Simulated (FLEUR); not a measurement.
## HgSe: equation of state with PBE

Crystal: HgSe.

```
Hg Se
1.0
     0.00000    3.03900    3.03900
     3.03900    0.00000    3.03900
     3.03900    3.03900    0.00000
Hg Se
1 1
Direct
  0.00000 0.00000 0.00000
  0.75000 0.75000 0.75000
```

| Item | Value |
| --- | --- |
| Program | FLEUR MaX-R8.1 (later development tree) |
| Task | equation of state |
| Functional | PBE |
| Potentials or basis | all-electron |
| Basis | FLAPW |
| Kmax | 5 1/bohr |
| k mesh | 8 × 8 × 8 |
| Occupations | fermi-dirac, width 0.05 eV |
| Spin | no spin polarisation |

```json
{
  "Equilibrium volume": "30.68 Å³/atom (rough: see the caveat)",
  "Bulk modulus": "43 GPa (rough)"
}
```

Energy against volume, from the lowest point:
```
volume (Å³/atom)  energy (meV/atom)
          26.383             104.65
          26.944              74.76
          28.067              31.54
          29.189               6.70
          29.751               0.00
```

Caveat: the minimum lies outside the volumes run. The run has no spin-orbit coupling, so splittings on Hg are missing.
